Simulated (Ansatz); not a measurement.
## PbS (Galena): atomic charges with PBEsol0

PbS (Galena):

```
Pb S
1.0
     0.00000    2.96575    2.96575
     2.96575    0.00000    2.96575
     2.96575    2.96575    0.00000
Pb S
1 1
Direct
  0.00000 0.00000 0.00000
  0.50000 0.50000 0.50000
```

* Program: Ansatz 0.2.0
* Task: atomic charges
* Functional: PBEsol0
* Potentials or basis: Ansatz PAW earlier set
* Cutoff: 580 eV
* Density cutoff: 3480 eV
* k mesh: 5 × 5 × 5
* Occupations: fermi-dirac, width 0.05 eV
* Spin: no spin polarisation
* Driver: chain

| Property | Result |
| --- | --- |
| Pressure | -1.1 GPa |
| Bader charges | Pb +1.06; S -1.06 e |

Levels at points of the mesh, in eV from the Fermi level:
```
           k point  band 11  band 12  band 13  band 14  band 15  band 16  band 17  band 18
(0.00, 0.00, 0.00)    -7.28    -3.35    -3.35    -3.35     5.94     5.94     5.94     7.29
```

Run time: 36 s on 2 threads of Arm Neoverse V1, on a shared host, peak memory 1.8 GiB.

Caveat: this odd mesh misses L, where the gap lies, so gap, dielectric constants and Born charges aren't listed; the PAW data sets were made with another functional, which shifts forces and pressure a little; the thresholds are loose for stress. The run has no spin-orbit coupling, so splittings on Pb are missing.
